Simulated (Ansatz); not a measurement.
## Mn3Si under changes of volume

One of the cells (11.709 Å³/atom); the others are scaled copies at fixed shape and fractional positions:

```xyz
4
Lattice="0.0000 2.8610 2.8610 2.8610 0.0000 2.8610 2.8610 2.8610 0.0000" Properties=species:S:1:pos:R:3 pbc="T T T"
Mn    4.2915    4.2915    4.2915
Mn    1.4305    1.4305    1.4305
Mn    2.8610    2.8610    2.8610
Si    0.0000    0.0000    0.0000
```

```yaml
Program: Ansatz 0.2.0
Functional: LDA
Potentials_or_basis: Ansatz PAW
Cutoff: "420 eV (not typed: the program's choice for these potentials)"
k_mesh: 8 × 8 × 8
Occupations: fermi-dirac, width 0.05 eV
Spin: collinear spin, ferromagnetic start
Starting_moments: "[4.0, 4.0, 4.0, 0.0] μB"
```

```tsv
volume (Å³/atom)	energy over the lowest point (meV/atom)	pressure (GPa)	moment (μB per cell)
11.007	0.00	-13.5	1.19
11.241	22.11	-17.1	1.11
11.475	49.12	-20.4	1.06
11.709	80.63	-23.3	1.04
11.943	?	?	?
12.177	155.39	-28.2	1.02
12.412	197.85	-30.2	1.01
```

What does the run at 11.943 Å³/atom give?

Energy over the lowest point 116.19 meV/atom; pressure -25.9 GPa; moment 1.02 μB per cell.

Worked out: A Birch-Murnaghan fit of order 3 (a polynomial in V^(-2/3)) to the other rows has no minimum within the range. It gives 116.22 meV/atom at 11.943 Å³/atom, against the run's 116.19, and -dE/dV = -25.6 GPa, against -25.9. A parabola through the other rows of the moment, of slope -0.0541 μB per Å³/atom there, gives 1.01 μB, against the run's 1.02.

Energies are extrapolated to zero smearing.

Caveats: the PAW data sets come from PBE, with cores solved anew for the run's functional, which leaves a small shift of forces and pressure; the starting moments weren't kept.
